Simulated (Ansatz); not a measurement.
What a trial cell of GaAs relaxes into

All numbers below come from Ansatz, DFT PBE, scalar-relativistic, plane waves, PAW. Cutoff 420 eV, Γ-centred k mesh, Gaussian smearing, no spin polarisation in the final step.

The start puts GaAs on the rock salt structure type (Fm-3m, No. 225), with Ga in place of Na, As in place of Cl, at a guessed volume.

```xyz
2
Lattice="0.0000 2.8835 2.8835 2.8835 0.0000 2.8835 2.8835 2.8835 0.0000" Properties=species:S:1:pos:R:3 pbc="T T T"
Ga    0.0000    0.0000    0.0000
As    2.8835    2.8835    2.8835
```

Cell and atoms relax at zero pressure; the relaxation can't lower the symmetry of the start. After a coarse first stage the cell is made exact in the group found at 0.06 Å.

Formation energies are uncorrected and refer to the elements' standard structures at the same level.

**Question.** Which crystal results?

**Answer.** It keeps Fm-3m (No. 225). The result has the rock salt structure. Conventional cell: a = 5.391 Å. Ga has 6 As at 2.70 Å; As is coordinated by 6 Ga at 2.70 Å.

```cif
data_structure
_symmetry_space_group_name_H-M 'Fm-3m'
_symmetry_Int_Tables_number 225
_cell_length_a 5.3912
_cell_length_b 5.3912
_cell_length_c 5.3912
_cell_angle_alpha 90.000
_cell_angle_beta 90.000
_cell_angle_gamma 90.000
_cell_volume 156.70
loop_
_atom_site_label
_atom_site_type_symbol
_atom_site_symmetry_multiplicity
_atom_site_Wyckoff_symbol
_atom_site_fract_x
_atom_site_fract_y
_atom_site_fract_z
_atom_site_occupancy
Ga1 Ga 4 a 0.00000 0.00000 0.00000 1
As1 As 4 b 0.50000 0.00000 0.00000 1
```

**Question.** What are its volume, energy, density and gap?

**Answer.** The volume per atom is 19.59 Å³. The density is 6.13 g/cm³. The energy over the elements is -0.03 eV/atom. The gap on the 18×18×18 mesh is 0 eV (a metal).

The final run used a 18×18×18 mesh on its 2-atom cell and 0.10 eV smearing. The k mesh leaves about 4 meV/atom of noise in metals. A structure relaxed within its symmetry needn't be a true minimum.

Cost: 3 runs of about 0.48 core-minutes in all, on Arm Neoverse V2 (shared hosts).